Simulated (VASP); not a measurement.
Here is a VASP 6.6.1 calculation.

File INCAR:

```
ALGO = Normal ; EDIFF = 1E-7
ENCUT = 520 ; GGA = PE
ISIF = 2 ; ISMEAR = -1
IVDW = 12 ; LASPH = True
LCHARG = False ; LREAL = False
LWAVE = False ; NBANDS = 18
NELM = 100 ; PREC = Accurate
SIGMA = 0.05
```

File KPOINTS:

```
k-points
0
Gamma
  1 1 1
```

Contents of POSCAR:

```
H
1.0
    5.4513620000      0.0000000000      0.0000000000
    0.0000000000      5.4513620000      0.0000000000
    0.0000000000      0.0000000000      5.4513620000
H
12
Direct
    1.0383460133      0.0736329747      0.7421081190
    1.0496826298     -0.0645343311      0.7705780684
    0.6688603692      0.2319053477      0.6311633680
    0.8058169683      0.2122405373      0.6537632247
    0.8788996218      0.7241859924      0.3310365373
    0.7961863476      0.6518187565      0.2524506720
    0.1448261921      0.3707697269      0.5368016287
    0.1707830080      0.3131694428      0.4158593761
    0.3881965645      0.2638423205      0.1188510321
    0.5197049838      0.2728492439      0.1712782971
    0.4322589474      0.7459970554      0.7089420956
    0.5496057682      0.7756043352      0.6091505205
```

Potentials or basis: VASP PAW PBE potentials, release 64 (H).

Run with:

```console
$ cat potpaw_PBE.64/H/POTCAR > POTCAR
$ mpirun -np 1 vasp_gam > vasp.out
```

**Question.** What does it give for the pressure?

**Answer.** 0.0 GPa.

**Question.** Predict the band gap on the k mesh.

**Answer.** 8.87 eV, direct.

**Question.** Estimate the largest force.

**Answer.** 2.462 eV/Å.

Stress tensor (GPa, compression positive):
```
 0.11 -0.52  0.70
-0.52  0.21  0.12
 0.70  0.12 -0.22
```

A hybrid or GW would open this gap; PBE tends to underestimate it.
